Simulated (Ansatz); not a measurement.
Crystal: Si.

```
Si
1.0
    -2.37137    2.37137    1.32927
     2.37137   -2.37137    1.32927
     2.37137    2.37137   -1.32927
Si
2
Direct
  0.50000 0.50000 0.00000
  0.25000 0.75000 0.50000
```

This isn't the form of Si at room conditions, which is diamond.

* Program: Ansatz 0.2.0
* Task: relaxation of cell and atoms
* Functional: PBEsol
* Dispersion: D4
* Potentials or basis: Ansatz PAW
* Cutoff: 420 eV (not typed: the program's choice for these potentials)
* k mesh: 11 × 11 × 11
* Occupations: fermi-dirac, width 0.05 eV
* Spin: no spin polarisation

At the start: volume 14.95 Å³/atom.

Q: How do energy, volume and symmetry change on relaxing?

A: It ends after 7 steps and the volume is 14.67 Å³/atom (-1.8 %); space group I4_1/amd (No. 141, to 0.05 Å).

The path:
```
step  energy change (eV)  largest force (eV/Å)  volume (Å³)
   1              0.0000                0.0000        29.90
   2             -0.0048                0.0000        29.47
   3             -0.0076                0.0000        29.24
   4             -0.0125                0.0000        29.29
   5             -0.0125                0.0000        29.35
   6             -0.0126                0.0000        29.35
   7             -0.0126                0.0000        29.35
```

Final structure:
```
CELL_PARAMETERS angstrom
-2.39150 2.39150 1.28283
2.39150 -2.39150 1.28283
2.39150 2.39150 -1.28283
ATOMIC_POSITIONS crystal
Si 0.50000 0.50000 0.00000
Si 0.25000 0.75000 0.50000
```

Caveat: the plane-wave basis is chosen anew once the cell has moved, so the energies of steps on either side of that aren't comparable; pairwise dispersion overbinds metals, which lowers pressure and volume; the PAW data sets come from PBE, with cores solved anew for the run's functional, which leaves a small shift of forces and pressure.
